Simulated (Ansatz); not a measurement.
Recipe of this trial structure of P: random cell by space group and Wyckoff sites (P4/mmm, No. 123). Lengths were set from tabulated atomic sizes, so they are only a guess.

```
CELL_PARAMETERS angstrom
2.13760 0.00000 0.00000
0.00000 2.13760 0.00000
0.00000 0.00000 3.86798
ATOMIC_POSITIONS crystal
P 0.00000 0.00000 0.50000
```

These are results of DFT PBE, scalar-relativistic, plane waves, PAW (Ansatz), not measurements. Cutoff 420 eV, Gaussian smearing, Γ-centred meshes. Cell and atoms relax first on a coarse mesh and then on a finer one. In between, the cell is made exact in the group found at 0.06 Å. In metals the finer mesh still leaves noise of several meV/atom or more. The steps can't lower the symmetry of their start. No spin polarisation.

A guess keeps its type if space group and coordination stay and the shape of the cell changes little (axis ratios within about 15 %, angles within 6°); the volume may change.

Question: Will the relaxed cell still be of the starting type?

Answer: It doesn't keep its type. The symmetry goes from P4/mmm (No. 123) to Pm-3m (No. 221). The end has the simple cubic type. The volume per atom shrinks by 17.3 %, from 17.7 to 14.6 Å³. The shortest distance goes from 2.14 Å (P–P) to 2.44 Å (P–P). Counting neighbours within 15 % of an atom's shortest distance, the start has P 4 and the end P 6. In detail, at the end P is surrounded by 6 P at 2.44 Å.

```
P
1.0
     2.44475    0.00000    0.00000
     0.00000    2.44475    0.00000
     0.00000    0.00000    2.44475
P
1
Direct
  0.00000 0.00000 0.00000
```

The last run used a 22×22×24 mesh (in the run's order of axes) for its 1-atom cell and Gaussian smearing of 0.10 eV. A later test with randomly moved atoms led to a structure 48 meV/atom lower, so this end is a saddle point or a shallow minimum.
